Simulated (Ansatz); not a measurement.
Rock-salt LiI was calculated with HSE06-D3(BJ) (PAW; Ansatz, a first-principles code).

Numerical settings: plane-wave cutoff 460 eV, 8×8×8 k mesh, Fermi–Dirac smearing 0.01 eV, scalar-relativistic PAW data made under PBE.

Equation-of-state points:

```json
[
 {"V (Å³/atom)": "23.167", "E − E_lowest (meV/atom)": "5.48", "P (GPa)": "1.508"},
 {"V (Å³/atom)": "23.776", "E − E_lowest (meV/atom)": "1.31", "P (GPa)": "0.702"},
 {"V (Å³/atom)": "24.116", "E − E_lowest (meV/atom)": "0.25", "P (GPa)": "0.299"},
 {"V (Å³/atom)": "24.386", "E − E_lowest (meV/atom)": "0.00", "P (GPa)": "0.001"},
 {"V (Å³/atom)": "24.996", "E − E_lowest (meV/atom)": "1.19", "P (GPa)": "-0.612"},
 {"V (Å³/atom)": "25.831", "E − E_lowest (meV/atom)": "6.31", "P (GPa)": "-1.329"}
]
```

### Question
Fit the third-order Birch–Murnaghan equation and give B0 and B′.

### Answer
V0 = 24.387 Å³/atom, B0 = 26.2 GPa, B′ = 4.4 (fit to the energies at full precision).

Measured, for comparison: bulk modulus 24 GPa (0 K, extrapolated to 0 K; as tabulated in Doll and Stoll (1998), arXiv:cond-mat/9801031). Computed (rounded) less measured: bulk modulus +9 %.

Spin–orbit coupling is not included.
